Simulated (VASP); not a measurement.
Cu:

```xyz
1
Lattice="0.0000 1.8075 1.8075 1.8075 0.0000 1.8075 1.8075 1.8075 0.0000" Properties=species:S:1:pos:R:3 pbc="T T T"
Cu    0.0000    0.0000    0.0000
```

```yaml
Program: VASP 6.6.1
Task: relaxation of cell and atoms
Functional: r2SCAN
Dispersion: rVV10
Potentials_or_basis: VASP PAW PBE potentials, release 64 (Cu)
Cutoff: 600 eV
k_mesh: 13 × 13 × 13
Occupations: methfessel-paxton, width 0.1 eV
Spin: no spin polarisation
```

At the start: pressure -6.1 GPa; volume 11.81 Å³/atom.

Problem. How do energy, volume and symmetry change on relaxing?

Solution. Over 3 steps the energy falls by 8.8 meV/atom and the volume is 11.36 Å³/atom (-3.8 %); space group Fm-3m (No. 225, to 0.05 Å).

The path:
```csv
step,energy change (eV),largest force (eV/Å),pressure (GPa),volume (Å³)
1,0.0000,0.0000,-6.08,11.81
2,-0.0047,0.0000,4.54,11.06
3,-0.0088,0.0000,0.00,11.36
```

Final structure:
```
Cu
1.0
     0.00000    1.78411    1.78411
     1.78411    0.00000    1.78411
     1.78411    1.78411    0.00000
Cu
1
Direct
  0.00000 0.00000 0.00000
```

Caveat: the PAW data sets were made with another functional, which shifts forces and pressure a little.
